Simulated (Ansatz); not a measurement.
Co:

```
CELL_PARAMETERS angstrom
2.47200 0.00000 0.00000
-1.23600 2.14081 0.00000
0.00000 0.00000 4.02114
ATOMIC_POSITIONS crystal
Co 0.66667 0.33333 0.75000
Co 0.33333 0.66667 0.25000
```

Base run:

```yaml
Program: Ansatz 0.2.0
Functional: PBEsol
Potentials_or_basis: Ansatz PAW
Cutoff: "420 eV (not typed: the program's choice for these potentials)"
k_mesh: 10 × 10 × 6
Occupations: fermi-dirac, width 0.05 eV
Spin: collinear spin, ferromagnetic start
Starting_moments: "[2.0, 2.0] μB"
Fixed_moment: 4 μB
```

Its results: pressure 3.1 GPa; site moments Co +2.02 μB.

Q: The run is repeated on the same cell with these changes: fixed moment from 4 μB to 2 μB; moments at the start from [2.0, 2.0] to [1.0, 1.0]. What comes out?

A: Pressure -13.1 GPa; site moments Co +1.06 μB.

Caveats: the total moment is fixed, so each spin has its own Fermi level; the PAW data sets come from PBE, with cores solved anew for the run's functional, which leaves a small shift of forces and pressure; the thresholds are loose for stress.
